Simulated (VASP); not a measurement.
Write the native input for VASP 6.6.1 that does the following.

```yaml
Task: band structure
Functional: RPBE
Potentials_or_basis: VASP PAW PBE potentials, release 64 (Sr_sv, O)
Cutoff: 520 eV
k_mesh: 9 × 9 × 9
Occupations: fermi-dirac, width 0.05 eV
Spin: no spin polarisation
Further_INCAR_settings: ALGO = Normal; EDIFF = 1e-06
```

The structure of SrO lies in POSCAR:

```
SrO
1.0
    0.0000000000      2.5663000000      2.5663000000
    2.5663000000      0.0000000000      2.5663000000
    2.5663000000      2.5663000000      0.0000000000
Sr O
1 1
Direct
    0.5000000000      0.5000000000      0.5000000000
    0.0000000000      0.0000000000      0.0000000000
```

One way to write it, as run:

INCAR

```
PREC = Accurate ; ENCUT = 520
EDIFF = 1E-6 ; ISMEAR = -1
SIGMA = 0.05 ; LREAL = F
LASPH = T ; NELM = 60
ALGO = Normal ; ISIF = 2
LWAVE = F ; LCHARG = F
GGA = RP
```

KPOINTS

```
Automatic mesh
0
Gamma
  9 9 9
```

KPOINTS_OPT

```
path GXWKGLUWLK,UX
20
line-mode
reciprocal
 0.0000000000  0.0000000000  0.0000000000  G
 0.5000000000  0.0000000000  0.5000000000  X

 0.5000000000  0.0000000000  0.5000000000  X
 0.5000000000  0.2500000000  0.7500000000  W

 0.5000000000  0.2500000000  0.7500000000  W
 0.3750000000  0.3750000000  0.7500000000  K

 0.3750000000  0.3750000000  0.7500000000  K
 0.0000000000  0.0000000000  0.0000000000  G

 0.0000000000  0.0000000000  0.0000000000  G
 0.5000000000  0.5000000000  0.5000000000  L

 0.5000000000  0.5000000000  0.5000000000  L
 0.6250000000  0.2500000000  0.6250000000  U

 0.6250000000  0.2500000000  0.6250000000  U
 0.5000000000  0.2500000000  0.7500000000  W

 0.5000000000  0.2500000000  0.7500000000  W
 0.5000000000  0.5000000000  0.5000000000  L

 0.5000000000  0.5000000000  0.5000000000  L
 0.3750000000  0.3750000000  0.7500000000  K

 0.6250000000  0.2500000000  0.6250000000  U
 0.5000000000  0.0000000000  0.5000000000  X
```

Potentials or basis: VASP PAW PBE potentials, release 64 (Sr_sv, O).

The run is started by

```console
$ cat potpaw_PBE.64/Sr_sv/POTCAR potpaw_PBE.64/O/POTCAR > POTCAR
$ mpirun -np 1 vasp_std > vasp.out
```

Results of the run:

```
Pressure                : 7.0 GPa
Band gap on the k mesh  : 3.44 eV, indirect (least direct gap 3.53 eV)
Band gap along the path : 3.38 eV, indirect (least direct gap 3.46 eV)
```

Caveat: the PAW data sets were made with another functional, which shifts forces and pressure a little.

It took 70 s on 1 thread of Intel(R) Xeon(R) Platinum 8259CL CPU @ 2.50GHz (Skylake/Cascade Lake) (shared host), peak memory 0.18 GiB.
